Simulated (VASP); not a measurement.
A run of VASP 6.6.1 is set up as follows.

Contents of INCAR:

```
PREC = Accurate
ENCUT = 600
EDIFF = 1E-7
ISMEAR = 0
SIGMA = 0.03
LREAL = F
LASPH = T
NELM = 80
ALGO = Normal
ISIF = 2
LWAVE = F
LCHARG = F
GGA = PS
IBRION = 2
NSW = 40
EDIFFG = -0.01
```

KPOINTS

```
Automatic mesh
0
Gamma
  12 12 12
```

The input POSCAR:

```
AlN                                     
1.0
    0.0000000000      2.0616190516      2.0616190516
    2.0616190516      0.0000000000      2.0616190516
    2.0616190516      2.0616190516      0.0000000000
  Al              N             
     1     1
Direct
     0.5000000000000000    0.5000000000000000    0.5000000000000000
     0.0000000000000000    0.0000000000000000    0.0000000000000000
```

Potentials or basis: VASP PAW PBE potentials, release 64 (Al, N).

Command:

```bash
$ cat potpaw_PBE.64/Al/POTCAR potpaw_PBE.64/N/POTCAR > POTCAR
$ mpirun -np 1 vasp_std > vasp.out
```

(1) Estimate the band gap on the k mesh.

## Answers

(1) 4.01 eV, indirect (least direct gap 4.85 eV).

Caveat: the relaxation stopped at its first step, so nothing moved.
